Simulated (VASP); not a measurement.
**InP: relaxation of cell and atoms with PBE**

Crystal: InP.

```
In P
1.0
     0.00000    2.93050    2.93050
     2.93050    0.00000    2.93050
     2.93050    2.93050    0.00000
In P
1 1
Cartesian
  0.0000 0.0000 0.0000
  1.4652 1.4652 1.4652
```

```yaml
Program: VASP 6.6.1
Task: relaxation of cell and atoms
Functional: PBE
Potentials_or_basis: VASP PAW PBE potentials, release 64 (In_d, P)
Cutoff: 520 eV
k_mesh: 10 × 10 × 10
Occupations: gaussian, width 0.02 eV
Spin: no spin polarisation
Further_INCAR_settings: ALGO = Fast; EDIFF = 1e-07; IBRION = 2; EDIFFG = -0.002; NSW = 80; ISIF = 3
```

| Item | Value |
| --- | --- |
| Relaxed volume | 26.43 Å³/atom |
| Relaxed cell | a = 4.213 Å, b = 4.213 Å, c = 4.213 Å, α = 60.00°, β = 60.00°, γ = 60.00° |
| Space group after relaxing (to 0.05 Å) | F-43m (No. 216) |
| Energy gained by relaxing | 12.4 meV/atom |
| Ionic steps | 3 |
| Pressure after relaxing | 0.0 GPa |
| Band gap on the k mesh | 0.44 eV, direct |

The path:
```csv
step,energy change (eV),largest force (eV/Å),pressure (GPa),volume (Å³)
1,0.0000,0.0000,3.29,50.33
2,-0.0190,0.0000,-1.39,54.19
3,-0.0248,0.0000,0.00,52.87
```

Final structure:
```cif
data_structure
_symmetry_space_group_name_H-M 'P 1'
_symmetry_Int_Tables_number 1
_cell_length_a 4.2128
_cell_length_b 4.2128
_cell_length_c 4.2128
_cell_angle_alpha 60.000
_cell_angle_beta 60.000
_cell_angle_gamma 60.000
_cell_volume 52.87
loop_
_atom_site_label
_atom_site_type_symbol
_atom_site_fract_x
_atom_site_fract_y
_atom_site_fract_z
_atom_site_occupancy
In1 In 0.00000 0.00000 0.00000 1
P1 P 0.25000 0.25000 0.25000 1
```

Levels at points of the mesh, in eV from the valence-band top:
| k point | band 5 | band 6 | band 7 | band 8 | band 9 | band 10 | band 11 | band 12 | band 13 |
| --- | --- | --- | --- | --- | --- | --- | --- | --- | --- |
| (0.00, 0.00, 0.00) | -13.97 | -11.19 | 0.00 | 0.00 | 0.00 | 0.44 | 4.09 | 4.09 | 4.09 |
| (0.50, 0.00, 0.00) | -13.96 | -9.63 | -5.48 | -0.90 | -0.90 | 1.38 | 4.80 | 4.80 | 6.99 |
| (0.50, 0.50, 0.00) | -13.94 | -9.03 | -5.54 | -2.16 | -2.16 | 1.85 | 2.26 | 8.91 | 9.27 |

Run time: 2 min on 1 thread of Intel(R) Xeon(R) Platinum 8259CL CPU @ 2.50GHz (Skylake/Cascade Lake), on a shared host, peak memory 0.2 GiB.

Caveat: spin-orbit coupling is left out, which moves the levels of the heavy elements. Expect the measured gap to be larger: semilocal functionals such as PBE lack the derivative discontinuity.
